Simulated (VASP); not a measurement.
# Tm (Fm-3m) in VASP: reference runs, part 2 of 2

VASP 6.6.1.

## Step 3: Single point, PBE, collinear spin, ferromagnetic start

File INCAR:

```
SYSTEM = Tm
PREC = Accurate
ENCUT = 520
EDIFF = 1E-7
ISMEAR = -1
SIGMA = 0.05
LREAL = .False.
LASPH = .True.
NELM = 100
ALGO = Normal
ISIF = 2
LWAVE = .False.
LCHARG = .False.
ISPIN = 2
MAGMOM = 2
LORBIT = 11
LMAXMIX = 6
GGA = PE
NBANDS = 22
```

File KPOINTS:

```
regular mesh
0
Gamma
  9 9 9
  0 0 0
```

File POSCAR:

```
Tm
1.0
    0.0000000000      2.4680255249      2.4680255249
    2.4680255249      0.0000000000      2.4680255249
    2.4680255249      2.4680255249      0.0000000000
Tm
1
Direct
    0.0000000000      0.0000000000      0.0000000000
```

Potentials or basis: VASP PAW PBE potentials, release 64 (Tm).

Launch:

```sh
cat potpaw_PBE.64/Tm/POTCAR > POTCAR
mpirun -np 1 vasp_std > vasp.out
```

OUTCAR:

```text
SYSTEM = Tm
   PREC = Accurate
   ENCUT = 520
   EDIFF = 1E-7
   ISMEAR = -1
   LREAL = .False.
   LASPH = .True.
   NELM = 100
   ISIF = 2
   ISPIN = 2
   LORBIT = 11
   GGA = PE

 ion  position               nearest neighbor table
   1  0.000  0.000  0.000-

  LATTYP: Found a face centered cubic cell.
 ALAT       =     4.9360510498

  Lattice vectors:

 A1 = (   0.0000000000,   2.4680255249,   2.4680255249)
 A2 = (   2.4680255249,   0.0000000000,   2.4680255249)
 A3 = (   2.4680255249,   2.4680255249,   0.0000000000)

Analysis of symmetry for initial positions (statically):
=====================================================================
 Subroutine PRICEL returns:
 Original cell was already a primitive cell.

 Routine SETGRP: Setting up the symmetry group for a
 face centered cubic supercell.

 Subroutine GETGRP returns: Found 48 space group operations
 (whereof 48 operations were pure point group operations)
 out of a pool of 48 trial point group operations.

The static configuration has the point symmetry O_h .

Analysis of symmetry for dynamics (positions and initial velocities):
=====================================================================
 Subroutine PRICEL returns:
 Original cell was already a primitive cell.

 Routine SETGRP: Setting up the symmetry group for a
 face centered cubic supercell.

 Subroutine GETGRP returns: Found 48 space group operations
[... 1374 lines left out ...]
     21      18.0729      0.00000
     22      21.7251      0.00000

 [... further k-points ...]

------------------------ aborting loop because EDIFF is reached ----------------------------------------

 total charge

# of ion       s       p       d       f       tot
--------------------------------------------------
    1        2.221   5.945   0.417  12.499  21.082

 magnetization (x)

# of ion       s       p       d       f       tot
--------------------------------------------------
    1        0.001  -0.044  -0.096   1.283   1.144

  FORCE on cell =-STRESS in cart. coord.  units (eV):
  Direction    XX          YY          ZZ          XY          YZ          ZX
  --------------------------------------------------------------------------------------
  -------------------------------------------------------------------------------------
  Total        0.6596636      0.6596636      0.6596636      0.0000000     -0.0000000     -0.0000000
  in kB       35.1523346     35.1523346     35.1523346      0.0000000     -0.0000000     -0.0000000
  external PRESSURE =      35.1523346 kB  Pullay stress =       0.0000000 kB

 VOLUME and BASIS-vectors are now :
 -----------------------------------------------------------------------------
  energy-cutoff  :      520.00
  volume of cell :       30.07
      direct lattice vectors                 reciprocal lattice vectors
     0.000000000  2.468025525  2.468025525    -0.202591098  0.202591098  0.202591098
     2.468025525  0.000000000  2.468025525     0.202591098 -0.202591098  0.202591098
     2.468025525  2.468025525  0.000000000     0.202591098  0.202591098 -0.202591098

  length of vectors
     3.490315170  3.490315170  3.490315170     0.350898074  0.350898074  0.350898074

 FORCES acting on ions
    electron-ion (+dipol)            ewald-force                    non-local-force                 convergence-correction
 -----------------------------------------------------------------------------------------------
   -.871E-13 -.169E-12 -.894E-13   -.540E-14 -.436E-14 -.105E-13   0.199E-22 0.132E-22 0.132E-22   -.105E-12 -.353E-12 -.122E-12
 -----------------------------------------------------------------------------------------------
   -.871E-13 -.169E-12 -.894E-13   -.540E-14 -.436E-14 -.105E-13   0.199E-22 0.132E-22 0.132E-22   -.105E-12 -.353E-12 -.122E-12

 POSITION                                       TOTAL-FORCE (eV/Angst)
 -----------------------------------------------------------------------------------
      0.00000      0.00000      0.00000        -0.000000     -0.000000     -0.000000
 -----------------------------------------------------------------------------------
    total drift:                               -0.000000     -0.000000     -0.000000

--------------------------------------------------------------------------------------------------------

  FREE ENERGIE OF THE ION-ELECTRON SYSTEM (eV)
  ---------------------------------------------------
  free  energy   TOTEN  =        -3.9935437631 eV

  energy  without entropy=       -3.9164115686  energy(sigma->0) =       -3.95497767

--------------------------------------------------------------------------------------------------------

--------------------------------------------------------------------------------------------------------

 total charge

# of ion       s       p       d       f       tot
--------------------------------------------------
    1        2.221   5.945   0.417  12.499  21.082

 magnetization (x)

# of ion       s       p       d       f       tot
--------------------------------------------------
    1        0.001  -0.044  -0.096   1.283   1.144

=======================================================================
```

OSZICAR:

```text
N       E                     dE             d eps       ncg     rms          rms(c)
DAV:   1     0.122987461242E+03    0.12299E+03   -0.75051E+03  4358   0.656E+03
DAV:   2     0.129875843972E+02   -0.11000E+03   -0.10314E+03  4162   0.647E+02
DAV:   3    -0.797474430696E+00   -0.13785E+02   -0.13413E+02  4144   0.105E+02
[... 15 lines left out ...]
DAV:  19    -0.399353405223E+01   -0.11029E-04   -0.52303E-06  5442   0.846E-02    0.126E-01
DAV:  20    -0.399354321131E+01   -0.91591E-05   -0.18779E-05  4820   0.807E-02    0.613E-02
DAV:  21    -0.399354323103E+01   -0.19719E-07   -0.13845E-05  4978   0.526E-02    0.254E-02
DAV:  22    -0.399354354337E+01   -0.31234E-06   -0.70965E-07  3780   0.161E-02    0.170E-02
DAV:  23    -0.399354371610E+01   -0.17273E-06   -0.56897E-07  2518   0.127E-02    0.881E-03
DAV:  24    -0.399354376308E+01   -0.46973E-07   -0.31215E-07  2856   0.719E-03
   1 F= -.39935438E+01 E0= -.39549777E+01  d E =-.771322E-01  mag=     0.9564
```

Wall time 2.1 min (1 thread of Intel Xeon Platinum 8488C (Sapphire Rapids), shared host); peak memory 0.2 GiB.

Results:

```yaml
Free_energy: -3.9935 eV
Pressure: 3.5 GPa
Band_gap_on_the_k_mesh: none (metal or under the smearing width)
Net_moment: 0.96 μB per cell
Site_moments: Tm +1.14 μB
Valence_electrons_inside_the_program's_atomic_spheres: Tm 21.08
```

Levels at points of the mesh, in eV from the Fermi level:
Spin up:
```csv
k point,band 9,band 10,band 11,band 12,band 13,band 14,band 15,band 16
"(0.00, 0.00, 0.00)",-1.31,-0.96,-0.96,-0.96,2.97,2.97,2.97,5.47
```
Spin down:
| k point | band 10 | band 11 | band 12 | band 13 | band 14 | band 15 |
| --- | --- | --- | --- | --- | --- | --- |
| (0.00, 0.00, 0.00) | -0.15 | -0.15 | -0.11 | 2.85 | 2.85 | 2.85 |

Caveat: the magnetic or orbital state may not be the lowest; spin-orbit coupling is left out, which moves the levels of the heavy elements. The state reached can hang on the start; a lower one may exist.
